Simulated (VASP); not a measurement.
# SnO, self-consistent run: which settings are enough?

SnO, P4/nmm (no. 129), 4 atoms in the cell. PBE with TS; PAW potentials Sn_d, O (PBE set). VASP 6.6.1.

Wanted: energy within 2 meV/atom; pressure within 0.1 GPa.

POSCAR:
```
SnO
1.0
    3.8136952200      0.0000000000      0.0000000000
    0.0000000000      3.8136952200      0.0000000000
    0.0000000000      0.0000000000      4.8869133000
Sn O
2 2
Direct
    0.5000000000      0.0000000000      0.7646261400
    0.0000000000      0.5000000000      0.2353738600
    0.0000000000      0.0000000000      0.0000000000
    0.5000000000      0.5000000000      0.0000000000
```

## Inputs of the Tkatchenko-Scheffler term

| Inputs of the Tkatchenko-Scheffler term | Energy less reference (meV/atom) | Pressure (GPa) | SCF iterations | Time (s) |
|---|---|---|---|---|
| default | 0.0 | 2.47 | 17 | 21 |
| VDW_RADIUS = 15 | 3.5 | 2.54 | 17 | 29 |
| VDW_RADIUS = 100 | -0.1 | 2.47 | 17 | 27 |
| VDW_SR = 0.9 | -33.5 | 3.12 | 17 | 21 |
| VDW_D = 15.0 | -21.2 | 2.46 | 17 | 20 |

Chosen: default; no other choice that stays within half of the tolerance saves 30 % of the time.

## The input

INCAR:
```
SYSTEM = SnO
PREC = Accurate
ENCUT = 520
EDIFF = 1E-7
ISMEAR = 0
SIGMA = 0.02
LREAL = .False.
LASPH = .True.
ALGO = Normal
NELM = 100
ISIF = 2
LWAVE = .False.
LCHARG = .False.
IVDW = 2
```

KPOINTS:
```
k-points
0
Gamma
  5 5 4
```

Commands:
```
cat potpaw_PBE.64/Sn_d/POTCAR potpaw_PBE.64/O/POTCAR > POTCAR
mpirun -np 1 vasp_std > vasp.out
```

The chosen input took VASP 6.6.1 21 s on 1 core (Intel Xeon 6975P-C (Granite Rapids)), a shared host.
